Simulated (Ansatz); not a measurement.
# InSb: pressure up to the limit of the methods

One table from this session's results is given with a row withheld; the runs are named, their logs left out.

Method: DFT LDA, with the methods named in each step, in Ansatz 0.2.0.

## The structure to begin with

Symmetry: Fm-3m, No. 225, cubic system. Conventional cell: a = 5.895 Å, b = 5.895 Å, c = 5.895 Å, α = 90.00°, β = 90.00°, γ = 90.00°. Around In (site symmetry m-3m) lie 6 Sb at 2.95 Å. Sb (site symmetry m-3m) is surrounded by 6 In at 2.95 Å.

Structure file:

```xyz
2
Lattice="0.0000 2.9474 2.9474 2.9474 0.0000 2.9474 2.9474 2.9474 0.0000" Properties=species:S:1:pos:R:3 pbc="T T T"
In    0.0000    0.0000    0.0000
Sb    2.9474    2.9474    2.9474
```

Whether this phase is the stable one at these pressures isn't tested.

Atoms are numbered in the order of the input: In1, Sb2.

Set-up of the first run:

File input.yaml:

```yaml
crystal:
  lattice:
    - [0.0, 2.9473523161, 2.9473523161]
    - [2.9473523161, 0.0, 2.9473523161]
    - [2.9473523161, 2.9473523161, 0.0]
  atoms:
    - { symbol: In, position: [0.0, 0.0, 0.0] }
    - { symbol: Sb, position: [0.5, 0.5, 0.5] }
kpoints:
  mp_grid: { grid: [11, 11, 11] }
scf:
  occupations: { method: fermi_dirac, width: 0.08 }
hamiltonian:
  xc: lda
  pseudopotentials: { kind: paw }
output:
  forces: true
  stress: true
relax:
  f_tol: 0.005
  max_steps: 40
  cell: {}
```

On the command line:

```bash
> ansatz run input.yaml --threads 1 --pin off --max-ram 2048MiB --backend cpu --events-out ev --progress --plain --runs-dir out
```

Among the steps run: Cell relaxed at zero pressure, PAW; Volume scaled by 1, PAW; Volume scaled by 1, PAW (partial_waves polarizable); Volume scaled by 0.94, PAW; Volume scaled by 0.88, PAW; Volume scaled by 0.8, PAW; Volume scaled by 0.72, PAW; Volume scaled by 0.64, PAW; Volume scaled by 0.55, PAW; Volume scaled by 0.55, PAW (source ansatz).

One of the session's tables, all rows but one given; the rest of the session is left out.

| method | volume over the first | volume (Å³/atom) | pressure (GPa) |
| --- | --- | --- | --- |
| PAW | 1 | 26.714 | 0.00 |
| PAW | 0.94 | ? | ? |
| PAW | 0.88 | 23.508 | 10.61 |
| PAW | 0.8 | 21.371 | 23.39 |
| PAW | 0.72 | 19.234 | 44.43 |
| PAW | 0.64 | 17.097 | 80.09 |
| PAW | 0.55 | 14.693 | 153.94 |
| PAW (partial_waves polarizable) | 1 | 26.714 | 0.00 |
| PAW (source ansatz) | 0.55 | 14.693 | 154.01 |

Estimate the missing values for PAW, 0.94.

The run gave: volume (Å³/atom): 25.111; pressure (GPa): 4.35. In the column «volume (Å³/atom)» it lies between PAW, 0.88 (23.508) and PAW, 1 (26.714).
